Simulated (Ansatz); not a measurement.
HfS2/HfS2/HfS2 (1T multilayer), computed twice by G0W0.

The cell holds 9 atoms: 3 Hf and 6 S. Its edges and angles: a = 3.614 Å, b = 3.614 Å, c = 52.100 Å, α = 90.0°, β = 90.0°, γ = 120.0°. Regions: layer 1 (HfS2), 3 atoms (1 Hf and 2 S); layer 2 (HfS2), 3 atoms (1 Hf and 2 S); layer 3 (HfS2), 3 atoms (1 Hf and 2 S). Vacuum lies along c.

```xyz
9
Lattice="3.6143 0.0000 0.0000 -1.8072 3.1301 0.0000 0.0000 0.0000 52.1000" Properties=species:S:1:pos:R:3
Hf    0.0000    0.0000   20.2718
S     0.0000    2.0867   21.7246
S     1.8072    1.0434   18.8160
Hf    0.0000    0.0000   26.0500
S     0.0000    2.0867   27.5021
S     1.8072    1.0434   24.5979
Hf    0.0000    0.0000   31.8282
S     0.0000    2.0867   33.2840
S     1.8072    1.0434   30.3754
```

The structure was relaxed with PBE-D3(BJ). The runs that relaxed it are not among those shown. Spin-orbit coupling is left out unless a run names it.

The first (Ansatz 0.2.0; start PBE, 6×6×1 mesh, 783 empty bands, screening to 70 eV, PAW set soft_1 files; 1 × NVIDIA H100 80GB HBM3 (shared by 6 runs) with 3 threads of AMD EPYC 7R13 (Zen 3), shared host) gave, on its mesh: starting gap 1.10 eV, G0W0 gap 1.97 eV, mean of 1 + 4πα/V (set by the cell height) 3.52, 42 s.

The second gave: starting gap 1.10 eV, G0W0 gap 1.90 eV, mean of 1 + 4πα/V (set by the cell height) 3.55, 35 s.

Q: What was changed in the input? Choose among start, files, mesh, bands and cutoff, frequency model or another key.

Changed: empty bands from 783 to 313 and screening cutoff (eV) from 70.0 to 38. The starting gap stayed, which rules out the functional and points to the GW step. Other changes could give like numbers; this is the one that was made.

Limits: not at the basis limit; coarse mesh for a sheet; no spin-orbit coupling.

[Paths, hosts, dates, memory and timing lines, banners, echoed tables and standing remarks are left out of the program output.]

[Logs are printed without paths, hosts, clocks, repeated set-up lines and the standing remarks that a program may print on its own settings, such as how far it seeks lower states.]

[Runs of the session that timed out or met a known fault of the program may be left out.]

[Cells called generated may have been cut or substituted from an entry of the Crystallography Open Database or the Materials Project.]

[Hosts, paths, dates, database ids (printed as entryN), source tags and the programs' standing remarks are cut or masked in the printed files.]
